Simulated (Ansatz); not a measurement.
# ZnSe: the cost of one run

Program: Ansatz 0.2.0. Level of theory: DFT PBEsol, scalar-relativistic, plane waves, PAW. These are calculated values, not measurements.

### 1 The starting structure

Symmetry: P4/nmm, No. 129, tetragonal system. Conventional cell: a = 4.108 Å, b = 4.108 Å, c = 6.070 Å, α = 90.00°, β = 90.00°, γ = 90.00°. Around Zn (site symmetry -4m2) lie 4 Se at 2.54 Å and 4 Zn at 2.90 Å. Around Se (site symmetry 4mm) lie 4 Zn at 2.54 Å.

Structure file:

```cif
data_structure
_symmetry_space_group_name_H-M 'P4/nmm:1'
_symmetry_Int_Tables_number 129
_cell_length_a 4.1077
_cell_length_b 4.1077
_cell_length_c 6.0704
_cell_angle_alpha 90.000
_cell_angle_beta 90.000
_cell_angle_gamma 90.000
_cell_volume 102.43
loop_
_atom_site_label
_atom_site_type_symbol
_atom_site_symmetry_multiplicity
_atom_site_Wyckoff_symbol
_atom_site_fract_x
_atom_site_fract_y
_atom_site_fract_z
_atom_site_occupancy
Zn1 Zn 2 a 0.00000 0.00000 0.00000 1
Se1 Se 2 c 0.00000 0.50000 0.24628 1
```

Source of the structure: the Materials Project (structure only).

### 2 Probe: one point at the start

input.yaml reads:

```yaml
crystal:
  lattice:
    - [4.107702, 0.0, 0.0]
    - [0.0, 4.107702, 0.0]
    - [0.0, 0.0, 6.07035]
  atoms:
    - { symbol: Zn, position: [0.0, 0.0, 0.0] }
    - { symbol: Zn, position: [0.5, 0.5, 0.0] }
    - { symbol: Se, position: [0.0, 0.5, 0.24628] }
    - { symbol: Se, position: [0.5, 0.0, 0.75372] }
basis:
  ecutwfc: 420
kpoints:
  mp_grid: { grid: [4, 4, 4] }
hamiltonian:
  xc: pbesol
scf:
  occupations: { method: gaussian, width: 0.1 }
output:
  forces: true
  stress: true
  eigenvalues: true
```

**Question.** How long does this run take on 1 thread of an Arm CPU, shared host, and how much memory does it need?

About 5 s, with a peak of 0.36 GiB.
